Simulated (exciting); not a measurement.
Here is an exciting (release sodium) calculation.

Contents of input.xml:

```xml
<input>
  <title>InP</title>
  <structure speciespath="./" tshift="false">
    <crystal scale="1">
      <basevect>0.000000000000 5.537842408216 5.537842408216</basevect>
      <basevect>5.537842408216 0.000000000000 5.537842408216</basevect>
      <basevect>5.537842408216 5.537842408216 0.000000000000</basevect>
    </crystal>
    <species speciesfile="In.xml" rmt="2.3">
      <atom coord="0.000000000000 0.000000000000 0.000000000000"/>
    </species>
    <species speciesfile="P.xml" rmt="2">
      <atom coord="0.750000000000 0.750000000000 0.750000000000"/>
    </species>
  </structure>
  <groundstate do="fromscratch" ngridk="8 8 8" rgkmax="7.8" gmaxvr="14" lmaxapw="10" lmaxmat="10" lmaxvr="8" xctype="GGA_PBE" stype="Fermi Dirac" swidth="0.00183747" nempty="10" ValenceRelativity="iora*" epsengy="1e-05" epspot="1e-05" maxscl="60" outputlevel="normal"/>
  <properties>
    <bandstructure>
      <plot1d>
        <path steps="80">
          <point coord="0 0 0" label="G"/>
          <point coord="0.5 0 0.5" label="X"/>
          <point coord="0.5 0.25 0.75" label="W"/>
          <point coord="0.375 0.375 0.75" label="K"/>
          <point coord="0 0 0" label="G"/>
          <point coord="0.5 0.5 0.5" label="L"/>
          <point coord="0.625 0.25 0.625" label="U"/>
          <point coord="0.5 0.25 0.75" label="W"/>
          <point coord="0.5 0.5 0.5" label="L"/>
          <point coord="0.375 0.375 0.75" label="K" breakafter="true"/>
          <point coord="0.625 0.25 0.625" label="U"/>
          <point coord="0.5 0 0.5" label="X"/>
        </path>
      </plot1d>
    </bandstructure>
    <dos nwdos="300" winddos="-0.6 0.5" inttype="tetra" ngrdos="100" nsmdos="2"/>
  </properties>
</input>
```

Potentials or basis: all-electron LAPW+lo, shipped species files, valence relativity iora*.

Run with:

```console
$ OMP_NUM_THREADS=1 exciting_smp
```

(1) What does it give for the band gap on the k mesh?

(2) Predict the band gap along the path.

Results:

(1) 0.71 eV, direct.

(2) 0.71 eV, direct.

Caveat: the tetrahedron DOS on this energy grid can lose part of the weight of narrow d or f bands; spin-orbit coupling is left out, which moves the levels of the heavy elements.

**What was measured.**

A printed reference work, data compilation reports, for a bulk crystal of InP at 1.6 K: band gap 1.4236 eV (direct).

Measured gap of InP: 1.4236 eV (direct; 1.6 K; a printed reference work, data compilation). This calculation gives 0.71 eV (-0.72 eV). Spin-orbit coupling on In is left out. The value is that of PBE, without temperature or zero-point motion. Semilocal functionals fall short of measured gaps as a rule.
